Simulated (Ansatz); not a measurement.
# Relaxing an invented Pt structure

All numbers below come from DFT PBE, scalar-relativistic, plane waves, PAW (Ansatz). Cutoff 420 eV, Gaussian smearing, Γ-centred meshes. Cell and atoms relax first on a coarse mesh and then on a finer one. In between, the cell is made exact in the group found at 0.06 Å. In metals the finer mesh still leaves noise of several meV/atom or more. The steps can't lower the symmetry of their start. No spin polarisation.

The cell of Pt is invented: 4-, 6-connected net of one element (Pm-3m, No. 221). Lengths were set from tabulated atomic sizes, so they are only a guess.

Space group Pm-3m (No. 221). a = 5.440 Å, b = 5.440 Å, c = 5.440 Å, α = 90.00°, β = 90.00°, γ = 90.00°
```
atom  site  symmetry       x       y       z
  Pt    3c    4/mm.m  0.5000  0.5000  0.0000
  Pt    1b      m-3m  0.5000  0.5000  0.5000
  Pt    3d    4/mm.m  0.5000  0.0000  0.0000
```

Energies count from the standard state of Pt at the same level.

Task: Where does the relaxation end?

Result: The symmetry stays Pm-3m (No. 221). The volume per atom shrinks by 13.6 %, from 23.0 to 19.9 Å³. The shortest distance goes from 2.72 Å (Pt–Pt) to 2.59 Å (Pt–Pt). The energy falls by about 0.21 eV/atom (the start's value is from the coarse mesh). Conventional cell: a = 5.181 Å. Pt on a site of symmetry 4/mmm has 6 Pt at 2.59 Å; Pt on a site of symmetry m-3m has 6 Pt at 2.59 Å; around Pt on a second site of symmetry 4/mmm lie 4 Pt at 2.59 Å.

Space group Pm-3m (No. 221). a = 5.181 Å, b = 5.181 Å, c = 5.181 Å, α = 90.00°, β = 90.00°, γ = 90.00°
```tsv
atom	site	symmetry	x	y	z
Pt	3c	4/mm.m	0.5000	0.5000	0.0000
Pt	1b	m-3m	0.5000	0.5000	0.5000
Pt	3d	4/mm.m	0.5000	0.0000	0.0000
```

Task: How does it come out in energy, and is it a metal?

Result: The energy over the standard state is +0.78 eV/atom. The gap on the 8×8×8 mesh of the 7-atom cell is 0 eV (a metal).

So it is a metastable form at best.

The last run used Gaussian smearing of 0.10 eV. Spin–orbit coupling, which can matter for Pt, is left out. A structure relaxed within its symmetry needn't be a true minimum. In all, the 3 runs took 2.3 min on 1 thread of Arm Neoverse V1 (shared host).
